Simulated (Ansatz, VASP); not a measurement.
**KF (Carobbiite) in two plane-wave programs**

Aim: how closely do two programs agree when they are given the same cell, functional and k mesh?

Method: plane waves, with VASP 6.6.1 beside it; single point at PBE, in Ansatz 0.2.0.

**1. Starting point**

Symmetry: Fm-3m, No. 225, cubic system. The conventional cell has a = 5.344 Å, b = 5.344 Å, c = 5.344 Å, α = 90.00°, β = 90.00°, γ = 90.00°. Nearest to K lie 6 F at 2.67 Å. Nearest to F lie 6 K at 2.67 Å. Farther neighbours and most contacts between anions are not listed.

Coordinates:

```cif
data_structure
_symmetry_space_group_name_H-M 'P 1'
_symmetry_Int_Tables_number 1
_cell_length_a 3.7786
_cell_length_b 3.7786
_cell_length_c 3.7786
_cell_angle_alpha 60.000
_cell_angle_beta 60.000
_cell_angle_gamma 60.000
_cell_volume 38.15
loop_
_atom_site_label
_atom_site_type_symbol
_atom_site_fract_x
_atom_site_fract_y
_atom_site_fract_z
_atom_site_occupancy
K1 K 0.00000 0.00000 0.00000 1
F2 F 0.50000 0.50000 0.50000 1
```

**2. VASP: single point, PBE**

A single point gives forces, pressure and levels at one fixed geometry, so differences don't come from the geometry; what else differs is listed under the comparison.

Lines of VASP's logs that name or quote its potential files are left out, and so is its time.

The input, INCAR:

```
SYSTEM = KF
PREC = Accurate
ENCUT = 520
EDIFF = 1E-07
NELM = 100
ISMEAR = 0
SIGMA = 0.01
LREAL = .FALSE.
ALGO = Normal
GGA = PE
NBANDS = 14
LORBIT = 11
LWAVE = .FALSE.
LCHARG = .FALSE.
KPAR = 2
```

The input, POSCAR:

```
KF
1.0
    0.0000000000      2.6718500000      2.6718500000
    2.6718500000      0.0000000000      2.6718500000
    2.6718500000      2.6718500000      0.0000000000
K F
1 1
Direct
    0.0000000000      0.0000000000      0.0000000000
    0.5000000000      0.5000000000      0.5000000000
```

The input, KPOINTS:

```
Automatic mesh
0
Gamma
6 6 6
0 0 0
```

The projector-augmented-wave data sets are K_sv and F (PBE family, release 64).

Run with:

```
> mpirun -np 2 vasp_std
```

Numbers of over 12 decimals in the logs are rounded to 6 here.

Output:

```text
[banner, memory and clock lines left out]
running    2 mpi-ranks, on    1 nodes
 distrk:  each k-point on    1 cores,    2 groups
 distr:  one band on    1 cores,    1 groups

 POSCAR found type information on POSCAR K F
 POSCAR found :  2 types and       2 ions
 LDA part: xc-table for (Slater+PW92), standard interpolation
 POSCAR, INCAR and KPOINTS ok, starting setup
 FFT: planning ... GRIDC
 FFT: planning ... GRID_SOFT
 FFT: planning ... GRID
 WAVECAR not read
 entering main loop
       N       E                     dE             d eps       ncg     rms          rms(c)
DAV:   1     0.108700049061E+03    0.10870E+03   -0.83476E+03   448   0.111E+03
DAV:   2    -0.507229800302E+01   -0.11377E+03   -0.10499E+03   586   0.301E+02
DAV:   3    -0.942570932687E+01   -0.43534E+01   -0.43341E+01   564   0.524E+01
DAV:   4    -0.955259113800E+01   -0.12688E+00   -0.12687E+00   634   0.797E+00
DAV:   5    -0.955350350597E+01   -0.91237E-03   -0.91236E-03   552   0.794E-01    0.633E+00
DAV:   6    -0.831989711927E+01    0.12336E+01   -0.37441E+00   484   0.158E+01    0.394E+00
DAV:   7    -0.829130908688E+01    0.28588E-01   -0.79096E-02   542   0.241E+00    0.228E+00
DAV:   8    -0.828790399077E+01    0.34051E-02   -0.54066E-02   502   0.241E+00    0.207E-01
DAV:   9    -0.828939953032E+01   -0.14955E-02   -0.49689E-03   544   0.584E-01    0.120E-01
DAV:  10    -0.828986641442E+01   -0.46688E-03   -0.56999E-04   516   0.207E-01    0.605E-02
DAV:  11    -0.829002149510E+01   -0.15508E-03   -0.17330E-04   460   0.105E-01    0.185E-02
DAV:  12    -0.829001529717E+01    0.61979E-05   -0.25562E-05   574   0.445E-02    0.475E-03
DAV:  13    -0.829001550442E+01   -0.20725E-06   -0.39565E-06   460   0.176E-02    0.265E-03
DAV:  14    -0.829001549956E+01    0.48626E-08   -0.22398E-07   556   0.504E-03
   1 F= -.82900155E+01 E0= -.82900155E+01  d E =-.456023E-38
```

From OUTCAR (step 2):

```text
ion  position               nearest neighbor table
   1  0.000  0.000  0.000-   2 2.67   2 2.67   2 2.67   2 2.67   2 2.67   2 2.67
   2  0.500  0.500  0.500-   1 2.67   1 2.67   1 2.67   1 2.67   1 2.67   1 2.67

  LATTYP: Found a face centered cubic cell.
 ALAT       =     5.3437000000

 Subroutine GETGRP returns: Found 48 space group operations
 (whereof 48 operations were pure point group operations)

The static configuration has the point symmetry O_h .

 Found     16 irreducible k-points:

   k-points           NKPTS =     16   k-points in BZ     NKDIM =     16   number of bands    NBANDS=     14

   dimension x,y,z NGX =    28 NGY =   28 NGZ =   28
   dimension x,y,z NGXF=    56 NGYF=   56 NGZF=   56

   ENCUT  =  520.0 eV  38.22 Ry    6.18 a.u.   7.03  7.03  7.03*2*pi/ulx,y,z

   NELECT =      16.0000    total number of electrons

 k-points in reciprocal lattice and weights: Automatic mesh
   0.00000000  0.00000000  0.00000000       0.005
   0.16666667  0.00000000  0.00000000       0.037
   0.33333333  0.00000000  0.00000000       0.037
   0.50000000  0.00000000  0.00000000       0.019
   0.16666667  0.16666667  0.00000000       0.028
   0.33333333  0.16666667  0.00000000       0.111
   0.50000000  0.16666667  0.00000000       0.111
  -0.33333333  0.16666667  0.00000000       0.111
  -0.16666667  0.16666667  0.00000000       0.056
[...]
-0.33333333  0.33333333  0.16666667       0.111
  -0.33333333  0.50000000  0.16666667       0.056

 average (electrostatic) potential at core
       1 -36.0909       2 -77.9501

 E-fermi :  -2.7158

 k-point     1 :       0.0000    0.0000    0.0000
  band No.  band energies     occupation
    ...
      4     -12.1924      2.00000
      5     -12.1924      2.00000
      6      -2.8046      2.00000
      7      -2.8046      2.00000
      8      -2.8046      2.00000
      9       3.3612      0.00000
     10       7.8747      0.00000
     11       7.8747      0.00000
     12       7.8747      0.00000
     13       9.5466      0.00000
    ...

 k-point     2 :       0.1667    0.0000    0.0000
  band No.  band energies     occupation
    ...
      4     -12.2018      2.00000
      5     -12.2018      2.00000
      6      -3.0369      2.00000
      7      -2.8940      2.00000
      8      -2.8940      2.00000
      9       4.1042      0.00000
     10       7.4935      0.00000
     11       8.2354      0.00000
     12       8.2354      0.00000
     13       9.8034      0.00000
    ...

 k-point     3 :       0.3333    0.0000    0.0000
  band No.  band energies     occupation
    ...
      4     -12.2201      2.00000
      5     -12.2201      2.00000
      6      -3.4266      2.00000
      7      -3.0672      2.00000
      8      -3.0672      2.00000
      9       5.6574      0.00000
     10       7.2796      0.00000
     11       8.9554      0.00000
     12       8.9554      0.00000
     13      10.6309      0.00000
    ...

  Total        0.3377308      0.3377308      0.3377308     -0.0000000      0.0000000     -0.0000000
  in kB       14.1845347     14.1845347     14.1845347     -0.0000000      0.0000000     -0.0000000
  external PRESSURE =      14.1845347 kB  Pullay stress =       0.0000000 kB

  energy-cutoff  :      520.00
  volume of cell :       38.15
      direct lattice vectors                 reciprocal lattice vectors
     0.000000000  2.671850000  2.671850000    -0.187136254  0.187136254  0.187136254
     2.671850000  0.000000000  2.671850000     0.187136254 -0.187136254  0.187136254
     2.671850000  2.671850000  0.000000000     0.187136254  0.187136254 -0.187136254

 POSITION                                       TOTAL-FORCE (eV/Angst)
 -----------------------------------------------------------------------------------
      0.00000      0.00000      0.00000         0.000000     -0.000000     -0.000000
      2.67185      2.67185      2.67185        -0.000000      0.000000      0.000000
 -----------------------------------------------------------------------------------
    total drift:                                0.000000      0.000000      0.000000

  FREE ENERGIE OF THE ION-ELECTRON SYSTEM (eV)
  ---------------------------------------------------
  free  energy   TOTEN  =        -8.2900154996 eV

  energy  without entropy=       -8.2900154996  energy(sigma->0) =       -8.29001550

 total charge
# of ion       s       p       d       tot
------------------------------------------
    1        1.958   5.593   0.033   7.584
    2        1.731   4.353   0.000   6.084
--------------------------------------------------
tot          3.689   9.946   0.033  13.668

[... 3 further parts left out ...]
```

The run ends at a pressure of 1.42 GPa.

**3. Ansatz: single point, PBE**

Ansatz runs on its default PAW (the set named soft_2) files.

The same cell, functional, mesh and smearing now go to Ansatz, which takes its cutoff from its data sets.

The input, input.yaml:

```yaml
crystal:
  lattice:
    - [0.0, 2.67185, 2.67185]
    - [2.67185, 0.0, 2.67185]
    - [2.67185, 2.67185, 0.0]
  atoms:
    - { symbol: K, position: [0.0, 0.0, 0.0] }
    - { symbol: F, position: [0.5, 0.5, 0.5] }
hamiltonian:
  xc: pbe
  pseudopotentials: { kind: paw }
kpoints:
  mp_grid: { grid: [6, 6, 6] }
scf:
  occupations: { method: gaussian, width: 0.01 }
  n_extra_bands: 4
output:
  forces: true
  stress: true
  eigenvalues: true
```

Run with:

```
> ansatz run input.yaml --threads 2 --pin off --max-ram 4608MiB --backend cpu --events-out ev --progress --plain --runs-dir out
```

Output:

```text
scf.n_extra_bands = 4 over 8 filled bands (N_el = 16.0): the run solves 12 bands
Engine: ansatz 0.2.0, aarch64-unknown-linux-gnu
Pseudopotentials: kind: paw
Pseudopotential: K, paw, valence charge 9, recommended cutoff 420 eV (normal), K.paw.azcp
Pseudopotential: F, paw, valence charge 7, recommended cutoff 420 eV (normal), F.paw.azcp
Functional definition: PBE
  parameter kappa = 0.804
  parameter beta = 0.066725
  exchange = pbe_x(kappa = kappa, mu = beta*pi^2/3)
  correlation = pbe_c(beta = beta)
Crystal: 2 atoms, lattice volume = 38.148 Å³
Basis set: ecut = 420 eV, 725 PW (Γ), exchange–correlation on 54×54×54 points (8 copies of the dense FFT grid, shifted against one another)
Bands: 12, of which v1, the nominal top of the filled ones, is band 8 counted from 1 (7 counted from 0)
Symmetry: 48 space group operations
Space group: Fm-3m (ITA 225), of the structure as read, at distance tolerance 3.4e-5 Å
k-points: 16 of 216
Non-local potential: K, projectors of the file, l = 0: 3, l = 1: 2, l = 2: 2
Non-local potential: F, projectors of the file, l = 0: 2, l = 1: 2, l = 2: 1
PAW form: soft (Blöchl's): semilocal exchange-correlation on the pseudo side does not see the compensation charge
PAW one-centre angular grid: K, 110 points (default); XC on 64 Gauss nodes
PAW one-centre angular grid: F, 110 points (default); XC on 64 Gauss nodes
Initial density: superposition of atomic densities (neutral atoms: chi_scale 0, normalization atom), corrected by the library's trained network
Initial wavefunctions: pseudopotential atomic-orbital guess
Functional: x = pbe(κ = 0.804, μ = 0.219515), c = pbe(β = 0.066725)
SCF iter   1: F=—  HF=-2348.796118 eV  |F-HF|=—  |Δ(HF+E_count)|=         —  Δρ=6.44e-4  dr2=7.26e-5  ethr=1.77e-3  ⟨swp⟩=6.0  Hψ=1247  notcnv=0
preconditioner: auto → none  [insulator: Δε(μ)=6.179 eV  Ē_g=17.604 eV  σ=0.010 eV  W_gap=1.00  n_scr=14 (ndim 8)  ℏωp=22.5 eV  f_vac=0.122  D(μ)=0.00/eV (n_scr^D=0)  ε∞_Penn≈2.6]
SCF iter   2: F=—  HF=-2348.796082 eV  |F-HF|=—  |Δ(HF+E_count)|=   3.55e-5  Δρ=9.95e-4  dr2=2.88e-4  ethr=4.53e-7  ⟨swp⟩=2.4  Hψ=521  notcnv=0
SCF iter   3: F=—  HF=-2348.796035 eV  |F-HF|=—  |Δ(HF+E_count)|=   4.70e-5  Δρ=4.09e-4  dr2=5.47e-5  ethr=4.53e-7  ⟨swp⟩=2.0  Hψ=319  notcnv=0
SCF iter   4: F=—  HF=-2348.796061 eV  |F-HF|=—  |Δ(HF+E_count)|=   2.55e-5  Δρ=2.04e-4  dr2=1.07e-5  ethr=3.42e-7  ⟨swp⟩=2.0  Hψ=347  notcnv=0
SCF iter   5: F=—  HF=-2348.796062 eV  |F-HF|=—  |Δ(HF+E_count)|=   1.16e-6  Δρ=1.42e-4  dr2=5.61e-6  ethr=6.71e-8  ⟨swp⟩=1.0  Hψ=192  notcnv=0
SCF iter   6: F=—  HF=-2348.796061 eV  |F-HF|=—  |Δ(HF+E_count)|=   9.66e-7  Δρ=7.15e-5  dr2=1.49e-6  ethr=3.51e-8  ⟨swp⟩=1.0  Hψ=192  notcnv=0
SCF iter   7: F=-2348.796060 eV  HF=-2348.796060 eV  |F-HF|=2.93e-8  |Δ(HF+E_count)|=   3.55e-7  Δρ=1.08e-5  dr2=3.47e-8  ethr=6.25e-10  ⟨swp⟩=3.0  Hψ=705  notcnv=0
SCF 1 converged in 7 iterations: F = -2348.796060 eV  dr2 = 3.47e-8
  greatest PAW one-centre occupation: 0.988 electrons in one spin orbital (limit 2), on the K atom at site 0 (counted from 0), in its partial waves of l = 0
SCF converged after 7 iterations
Free energy (F): -2348.796060 eV
Harris-Foulkes:  -2348.796060 eV  (|F-HF|=2.93e-8)
Internal energy: -2348.796060 eV  (E = F + TS)
E sigma→0 (E₀):  -2348.796060 eV
Fermi energy:    4.552145 eV
--- Per-component energies (eV) ---
  E_band       = -125.163380
  E_kinetic    = 462.340392
  E_local      = -1111.070712  (includes V_loc(G=0)·N_el)
  E_nonlocal   = 85.954197
  E_hartree    = 400.710056
  E_xc         = -216.471917
  E_vxc        = -269.093073  (∫ρ·V_xc dr)
  E_paw        = -982.198204  (= ΣΔE_a)
  E_vpaw       = -94.711530  (= ΣTr[D̂ρ^β])
  E_aug_tail   = 0.002067  (compensation charges beyond the density's cutoff)
  E_ewald      = -988.061939
  E_smearing   = -0.000000  (= −TS)
  E_closure    = 0.000000  (closes the sum)
  Σ components = -2348.796060   (vs F -2348.796060, Δ=0.00e0)
--- Forces (eV/Å), atoms counted from 1 ---
  atom   1  K     -0.00000000     0.00000000     0.00000000
  atom   2  F      0.00000000    -0.00000000     0.00000000
  max |Σ_I F_I| component: 4.69e-29 eV/Å
--- Stress (GPa, compression-positive) ---
        1.380333       0.000000       0.000000
        0.000000       1.380333      -0.000000
        0.000000       0.000000       1.380333
  P = ⅓ Tr σ = 1.3803 GPa (13.803 kbar)
--- Band table (eV; the first three rows and the last of 16) ---
  k-point 0: bands = [... 4 lower, -7.9124, 1.4613, 1.4613, 1.4613, 7.6430, 12.1368, 12.1368, 12.1368]
  k-point 1: bands = [... 4 lower, -7.9217, 1.2296, 1.3715, 1.3715, 8.3847, 11.7593, 12.4903, 12.4903]
  k-point 2: bands = [... 4 lower, -7.9400, 0.8412, 1.1979, 1.1979, 9.9348, 11.5483, 13.1931, 13.1931]
  k-point 15: bands = [... 4 lower, -8.0310, 1.1429, 1.2689, 1.3429, 10.4143, 12.0808, 12.4002, 14.8955]
```

The job ended after 0.38 s (2 threads of Arm Neoverse V2, shared host; peak memory 0.26 GiB; 0.65 s of CPU time).

The column dr2 measures how far the density is from self-consistency, as an energy; F and HF (Harris–Foulkes) agree once it is small.

The run ends at a pressure of 1.38 GPa.

**4. Comparison**

Known differences besides the potentials themselves: the cutoff is 420 eV in Ansatz and 520 eV in VASP; VASP leaves aspherical gradient terms in its spheres out (LASPH is not set), Ansatz keeps them. Total energies have different zeros and are not compared.

Both answers:

```csv
quantity,Ansatz,VASP,difference
pressure (GPa),1.38,1.42,-0.04
pressure without Ansatz's Pulay correction (GPa),1.08,1.42,-0.34
gap on the k mesh (eV),6.182,6.166,+0.016
```

A gap on the mesh is an upper bound, since the band edges may lie between its points. Ansatz's pressure holds a Pulay correction of 0.30 GPa; VASP's holds none.

**5. Outcome**

```
difference in gap on the k mesh (single point, PBE) : 0.016 eV
```

**Reading.** The difference in gap on the k mesh is 0.016 eV (single point, PBE), within the 0.08 eV picked in this series as the mark of a large difference. How closely two codes agree says nothing of how well the functional describes the real material.

[Lines on the potential files, build, host, timing and source positions are cut from VASP's logs without a mark.]

[Logs are printed without paths, hosts, clocks, repeated set-up lines and the standing remarks that a program may print on its own settings, such as how far it seeks lower states.]

[Hosts, paths, dates, database ids (printed as entryN), source tags and the programs' standing remarks are cut or masked in the printed files.]
